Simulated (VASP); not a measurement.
# Cu3Au (Auricupride) (Pm-3m) in VASP: notebook, part 2 of 2

VASP 6.6.1. The steps go on from the part before.

## Step 4: Band structure, SCAN

Input file INCAR:

```
PREC = Accurate
ENCUT = 520
EDIFF = 1E-7
ISMEAR = -1
SIGMA = 0.05
LREAL = False
LASPH = True
NELM = 60
ALGO = Normal
ISIF = 2
LWAVE = False
LCHARG = False
LMAXMIX = 4
METAGGA = SCAN
LMIXTAU = True
```

Input file KPOINTS:

```
Automatic mesh
0
Gamma
  7 7 7
```

Input file POSCAR:

```
Cu3Au
1.0
    3.7400000000      0.0000000000      0.0000000000
    0.0000000000      3.7400000000      0.0000000000
    0.0000000000      0.0000000000      3.7400000000
Au Cu
1 3
Direct
    0.0000000000      0.0000000000      0.0000000000
    0.5000000000      0.5000000000      0.0000000000
    0.5000000000      0.0000000000      0.5000000000
    0.0000000000      0.5000000000      0.5000000000
```

Input file KPOINTS_OPT:

```
path GXMGRX,MR
15
line-mode
reciprocal
 0.0000000000  0.0000000000  0.0000000000  G
 0.0000000000  0.5000000000  0.0000000000  X

 0.0000000000  0.5000000000  0.0000000000  X
 0.5000000000  0.5000000000  0.0000000000  M

 0.5000000000  0.5000000000  0.0000000000  M
 0.0000000000  0.0000000000  0.0000000000  G

 0.0000000000  0.0000000000  0.0000000000  G
 0.5000000000  0.5000000000  0.5000000000  R

 0.5000000000  0.5000000000  0.5000000000  R
 0.0000000000  0.5000000000  0.0000000000  X

 0.5000000000  0.5000000000  0.0000000000  M
 0.5000000000  0.5000000000  0.5000000000  R
```

Potentials or basis: VASP PAW PBE potentials, release 64 (Au, Cu).

The run is started by

```bash
$ cat potpaw_PBE.64/Au/POTCAR potpaw_PBE.64/Cu/POTCAR > POTCAR
$ mpirun -np 1 vasp_std > vasp.out
```

OUTCAR:

```text
PREC = Accurate
   ENCUT = 520
   EDIFF = 1E-7
   ISMEAR = -1
   LREAL = False
   LASPH = True
   NELM = 60
   ISIF = 2
   METAGGA = SCAN

 ion  position               nearest neighbor table
   1  0.000  0.000  0.000-   2 2.64   3 2.64   4 2.64   3 2.64   4 2.64   2 2.64   4 2.64   4 2.64
                             2 2.64   3 2.64   3 2.64   2 2.64
   2  0.500  0.500  0.000-   1 2.64   3 2.64   4 2.64   3 2.64   4 2.64   1 2.64   3 2.64   3 2.64
                             1 2.64   4 2.64   4 2.64   1 2.64
   3  0.500  0.000  0.500-   1 2.64   2 2.64   4 2.64   1 2.64   2 2.64   2 2.64   4 2.64   2 2.64
                             1 2.64   4 2.64   1 2.64   4 2.64
   4  0.000  0.500  0.500-   1 2.64   2 2.64   3 2.64   1 2.64   2 2.64   1 2.64   3 2.64   1 2.64
                             2 2.64   3 2.64   2 2.64   3 2.64

  LATTYP: Found a simple cubic cell.
 ALAT       =     3.7400000000

  Lattice vectors:

 A1 = (   3.7400000000,   0.0000000000,   0.0000000000)
 A2 = (   0.0000000000,   3.7400000000,   0.0000000000)
 A3 = (   0.0000000000,   0.0000000000,   3.7400000000)

Analysis of symmetry for initial positions (statically):
=====================================================================
[... 175 lines left out ...]
 cond. band min:       8.0304653990   @ k =   0.1429   0.0000   0.0000
 fundamental gap:      0.0706080728
 Fermi energy:         7.9815284015

 k-point     1 :       0.0000    0.0000    0.0000
  band No.  band energies     occupation
      1      -2.0795      2.00000
      2       1.3817      2.00000
      3       1.3817      2.00000
      4       2.2455      2.00000
      5       2.2455      2.00000
      6       2.2455      2.00000
[... 569 lines left out ...]
     25      10.8864      0.00000
     26      12.7630      0.00000

------------------------ aborting loop because EDIFF is reached ----------------------------------------

  FORCE on cell =-STRESS in cart. coord.  units (eV):
  Direction    XX          YY          ZZ          XY          YZ          ZX
  --------------------------------------------------------------------------------------
  -------------------------------------------------------------------------------------
  Total       -1.2060518     -1.2060518     -1.2060518     -0.0000000     -0.0000000     -0.0000000
  in kB      -36.9370085    -36.9370085    -36.9370085     -0.0000000     -0.0000000     -0.0000000
  external PRESSURE =     -36.9370085 kB  Pullay stress =       0.0000000 kB

 VOLUME and BASIS-vectors are now :
 -----------------------------------------------------------------------------
  energy-cutoff  :      520.00
  volume of cell :       52.31
      direct lattice vectors                 reciprocal lattice vectors
     3.740000000  0.000000000  0.000000000     0.267379679  0.000000000  0.000000000
     0.000000000  3.740000000  0.000000000     0.000000000  0.267379679  0.000000000
     0.000000000  0.000000000  3.740000000     0.000000000  0.000000000  0.267379679

 POSITION                                       TOTAL-FORCE (eV/Angst)
 -----------------------------------------------------------------------------------
      0.00000      0.00000      0.00000         0.000000      0.000000      0.000000
      1.87000      1.87000      0.00000         0.000000      0.000000      0.000000
      1.87000      0.00000      1.87000         0.000000      0.000000      0.000000
      0.00000      1.87000      1.87000         0.000000      0.000000      0.000000
 -----------------------------------------------------------------------------------
    total drift:                                0.000000      0.000000      0.000000

  FREE ENERGIE OF THE ION-ELECTRON SYSTEM (eV)
  ---------------------------------------------------
  free  energy   TOTEN  =      -114.9731717095 eV

  energy  without entropy=     -114.9601462365  energy(sigma->0) =     -114.96665897
```

OSZICAR:

```text
N       E                     dE             d eps       ncg     rms          rms(c)
DAV:   1     0.261100996182E+03    0.26110E+03   -0.21406E+04  1064   0.282E+03
DAV:   2    -0.912584028076E+02   -0.35236E+03   -0.34311E+03  1042   0.465E+02
DAV:   3    -0.126558449305E+03   -0.35300E+02   -0.34099E+02  1238   0.189E+02
DAV:   4    -0.127674524525E+03   -0.11161E+01   -0.11065E+01  1382   0.376E+01
DAV:   5    -0.127690196839E+03   -0.15672E-01   -0.15670E-01  1480   0.362E+00    0.168E+01
DAV:   6    -0.116524774926E+03    0.11165E+02   -0.44866E+01  1168   0.145E+02    0.874E+00
DAV:   7    -0.115030911900E+03    0.14939E+01   -0.11309E+01  1238   0.105E+02    0.556E+00
DAV:   8    -0.115011032700E+03    0.19879E-01   -0.61180E-01  1482   0.113E+01    0.364E+00
DAV:   9    -0.114990342718E+03    0.20690E-01   -0.52073E-01  1600   0.134E+01    0.154E+00
DAV:  10    -0.114971426617E+03    0.18916E-01   -0.21818E-01  1624   0.108E+01    0.379E-01
[... 52 further cycles ...]
DAV:   1     0.202377167451E+05   -0.11917E+05      560
DAV:   2     0.170150610304E+05   -0.32227E+04      520
DAV:   3     0.167200189889E+05   -0.29504E+03      644
DAV:   4     0.167051544021E+05   -0.14865E+02      630
DAV:   5     0.167046888386E+05   -0.46556E+00      700
DAV:   6     0.167046774536E+05   -0.11385E-01      682
DAV:   7     0.167046772583E+05   -0.19529E-03      698
DAV:   8     0.167046772522E+05   -0.61088E-05      558
DAV:   9     0.167046772518E+05   -0.34863E-06      310
DAV:  10     0.167046772518E+05   -0.30952E-07      314
```

stdout:

```text
POSCAR found type information on POSCAR AuCu
 POSCAR found :  2 types and       4 ions
 scaLAPACK will be used
 -----------------------------------------------------------------------------
|                                                                             |
|                                                                             |
|     You enforced a specific xc type in the INCAR file but a different       |
|     I HOPE YOU KNOW WHAT YOU ARE DOING!                                     |
|                                                                             |
 -----------------------------------------------------------------------------

 LDA part: xc-table for (None), standard interpolation
 POSCAR, INCAR and KPOINTS ok, starting setup
 FFT: planning ... GRIDC
 FFT: planning ... GRID_SOFT
 FFT: planning ... GRID
 WAVECAR not read
 entering main loop
 Start KPOINTS_OPT (optional k-point list driver)
k-point batch [1-20\90]
k-point batch [21-40\90]
k-point batch [41-60\90]
k-point batch [61-80\90]
k-point batch [81-90\90]
```

Wall time 4.8 min (1 thread of Intel Xeon Platinum 8375C at 2.90GHz (Ice Lake), shared host); peak memory 0.2 GiB.

Results:

| Property | Result |
| --- | --- |
| Free energy | -114.9732 eV |
| Pressure | -3.7 GPa |
| Band gap along the path | none (metal or under the smearing width) |

Levels at the corners of the path, in eV from the Fermi level:
```tsv
point	band 20	band 21	band 22	band 23	band 24	band 25
Γ	-1.30	-1.30	1.34	1.34	1.34	6.17
X	-1.95	-1.52	-1.30	5.98	5.98	7.08
X	-1.95	-1.52	-1.30	5.98	5.98	7.08
M	-2.15	-0.48	-0.48	-0.40	0.56	9.04
M	-2.15	-0.48	-0.48	-0.40	0.56	9.04
Γ	-1.30	-1.30	1.34	1.34	1.34	6.17
Γ	-1.30	-1.30	1.34	1.34	1.34	6.17
R	-1.58	-1.05	-1.05	-1.05	-0.99	2.37
R	-1.58	-1.05	-1.05	-1.05	-0.99	2.37
X	-1.95	-1.52	-1.30	5.98	5.98	7.08
M	-2.15	-0.48	-0.48	-0.40	0.56	9.04
R	-1.58	-1.05	-1.05	-1.05	-0.99	2.37
```

Caveat: the PAW data sets were made with another functional, which shifts forces and pressure a little; spin-orbit coupling is left out, which moves the levels of the heavy elements.

## Step 5: Band structure, SCAN, spin-orbit coupling, no magnetisation

Input file INCAR:

```
SYSTEM = Cu3Au
  ALGO = Normal
  EDIFF = 1E-6
  ENCUT = 520
  GGA_COMPAT = .False.
  ISIF = 2
  ISMEAR = -1
  LASPH = .True.
  LCHARG = .False.
  LMAXMIX = 4
  LMIXTAU = .True.
  LNONCOLLINEAR = .True.
  LORBIT = 11
  LREAL = .False.
  LSORBIT = .True.
  LWAVE = .False.
  MAGMOM = 0 0 0 0 0 0 0 0 0 0 0 0
  METAGGA = SCAN
  NBANDS = 58
  NELM = 100
  PREC = Accurate
  SIGMA = 0.05
```

Input file KPOINTS:

```
k-points
0
Gamma
  5 5 5
  0 0 0
```

POSCAR is that of step 4.

KPOINTS_OPT is that of step 4.

Potentials or basis: VASP PAW PBE potentials, release 64 (Au, Cu).

The run is started by

```bash
$ cat potpaw_PBE.64/Au/POTCAR potpaw_PBE.64/Cu/POTCAR > POTCAR
$ mpirun -np 1 vasp_ncl > vasp.out
```

OUTCAR:

```text
SYSTEM = Cu3Au
   EDIFF = 1E-6
   ENCUT = 520
   ISIF = 2
   ISMEAR = -1
   LASPH = .True.
   LNONCOLLINEAR = .True.
   LORBIT = 11
   LREAL = .False.
   LSORBIT = .True.
   METAGGA = SCAN
   NELM = 100
   PREC = Accurate

 ion  position               nearest neighbor table
   1  0.000  0.000  0.000-   2 2.64   3 2.64   4 2.64   3 2.64   4 2.64   2 2.64   4 2.64   4 2.64
                             2 2.64   3 2.64   3 2.64   2 2.64
   2  0.500  0.500  0.000-   1 2.64   3 2.64   4 2.64   3 2.64   4 2.64   1 2.64   3 2.64   3 2.64
                             1 2.64   4 2.64   4 2.64   1 2.64
   3  0.500  0.000  0.500-   1 2.64   2 2.64   4 2.64   1 2.64   2 2.64   2 2.64   4 2.64   2 2.64
                             1 2.64   4 2.64   1 2.64   4 2.64
   4  0.000  0.500  0.500-   1 2.64   2 2.64   3 2.64   1 2.64   2 2.64   1 2.64   3 2.64   1 2.64
                             2 2.64   3 2.64   2 2.64   3 2.64

  LATTYP: Found a simple cubic cell.
[... 903 lines left out ...]
     0.0000000     0.0000000     0.0000000     0.0000000     0.0000000     0.0000000     0.0000000

 total charge

# of ion       s       p       d       tot
------------------------------------------
    1        0.681   0.481   8.612   9.775
    2        0.420   0.362   9.215   9.996
    3        0.420   0.362   9.215   9.996
    4        0.420   0.362   9.215   9.996
--------------------------------------------------
tot          1.940   1.567  36.257  39.764

 magnetization (x)

# of ion       s       p       d       tot
------------------------------------------
    1        0.000   0.000  -0.000  -0.000
    2       -0.000  -0.000   0.000  -0.000
    3       -0.000   0.000   0.000   0.000
    4       -0.000   0.000  -0.000  -0.000
--------------------------------------------------
tot         -0.000   0.000  -0.000  -0.000

 magnetization (y)

# of ion       s       p       d       tot
------------------------------------------
    1       -0.000   0.000   0.000  -0.000
    2       -0.000   0.000  -0.000  -0.000
    3       -0.000  -0.000   0.000  -0.000
    4        0.000  -0.000  -0.000  -0.000
--------------------------------------------------
tot         -0.000  -0.000  -0.000  -0.000

 magnetization (z)

# of ion       s       p       d       tot
------------------------------------------
    1       -0.000   0.000  -0.000  -0.000
    2       -0.000  -0.000  -0.000  -0.000
    3       -0.000  -0.000  -0.000  -0.000
    4        0.000   0.000  -0.000  -0.000
--------------------------------------------------
tot         -0.000  -0.000  -0.000  -0.000
```

Run time: 25 min. Hardware: 1 thread of Intel Xeon Platinum 8375C at 2.90GHz (Ice Lake), shared host; peak memory 0.33 GiB.

What came out:

```yaml
Free_energy: -115.2062 eV
Pressure: -3.9 GPa
Valence_electrons_inside_the_program's_atomic_spheres: Au 9.78; Cu 10.00
```

Caveat: the PAW data sets were made with another functional, which shifts forces and pressure a little.

## Step 6: Band structure, rSCAN

Input file INCAR:

```
PREC = Accurate
ENCUT = 520
EDIFF = 1E-7
ISMEAR = -1
SIGMA = 0.05
LREAL = F
LASPH = T
NELM = 100
ALGO = Normal
ISIF = 2
LWAVE = F
LCHARG = F
LMAXMIX = 4
METAGGA = RSCAN
LMIXTAU = T
```

Input file KPOINTS:

```
regular mesh
0
Gamma
  7 7 7
```

POSCAR is that of step 5.

Changes to KPOINTS_OPT since step 5:

```diff
@@ -1,3 +1,3 @@
 path GXMGRX,MR
-15
+20
 line-mode
```

Potentials or basis: VASP PAW PBE potentials, release 64 (Au, Cu).

The run is started by

```bash
$ cat potpaw_PBE.64/Au/POTCAR potpaw_PBE.64/Cu/POTCAR > POTCAR
$ mpirun -np 1 vasp_std > vasp.out
```

Wall time 4.4 min (1 thread of Intel Xeon Platinum 8375C at 2.90GHz (Ice Lake), shared host); peak memory 0.19 GiB.

It converged, with:

```
Free energy             : -146.6126 eV
Pressure                : -0.2 GPa
Band gap along the path : none (metal or under the smearing width)
```

Levels at the corners of the path, in eV from the Fermi level:
```csv
point,band 19,band 20,band 21,band 22,band 23,band 24,band 25,band 26
Γ,-1.43,-1.43,-1.43,1.46,1.46,1.46,6.33,8.06
X,-2.08,-1.99,-1.58,-1.43,6.15,6.15,6.97,6.99
X,-2.08,-1.99,-1.58,-1.43,6.15,6.15,6.97,6.97
M,-2.27,-2.21,-0.48,-0.48,-0.40,0.42,9.02,10.09
M,-2.27,-2.21,-0.48,-0.48,-0.40,0.42,9.02,10.08
Γ,-1.43,-1.43,-1.43,1.46,1.46,1.46,6.33,8.06
Γ,-1.43,-1.43,-1.43,1.46,1.46,1.46,6.33,8.06
R,-1.67,-1.67,-1.02,-0.95,-0.95,-0.95,2.64,4.49
R,-1.67,-1.67,-1.02,-0.95,-0.95,-0.95,2.64,4.49
X,-2.08,-1.99,-1.58,-1.43,6.15,6.15,6.97,6.98
M,-2.27,-2.21,-0.48,-0.48,-0.40,0.42,9.02,10.08
R,-1.67,-1.67,-1.02,-0.95,-0.95,-0.95,2.64,4.49
```

Caveat: the PAW data sets were made with another functional, which shifts forces and pressure a little; spin-orbit coupling is left out, which moves the levels of the heavy elements.

## Step 7: The runs side by side

| level | spin | k mesh | pressure (GPa) |
| --- | --- | --- | --- |
| r2SCAN | off | 7 × 7 × 7 | -0.2 |
| r2SCAN | SOC, no magnetisation | 5 × 5 × 5 | -0.3 |
| SCAN | off | 7 × 7 × 7 | -3.7 |
| SCAN | SOC, no magnetisation | 5 × 5 × 5 | -3.9 |
| rSCAN | off | 7 × 7 × 7 | -0.2 |

Alike in all rows: task band structure; potentials or basis VASP PAW PBE potentials, release 64 (Au, Cu); cell as given; cutoff (eV) 520; smearing fermi-dirac 0.05 eV.

The pressure there spans -3.9 GPa (SCAN) to -0.2 GPa (rSCAN); a positive pressure means that this level wants a larger cell, a negative one a smaller.

Caveats: the PAW data sets were made with another functional, which shifts forces and pressure a little; spin-orbit coupling is left out, which moves the levels of the heavy elements (some runs).

Total energies depend on the potentials used, so only differences within one code and one set of settings carry meaning.
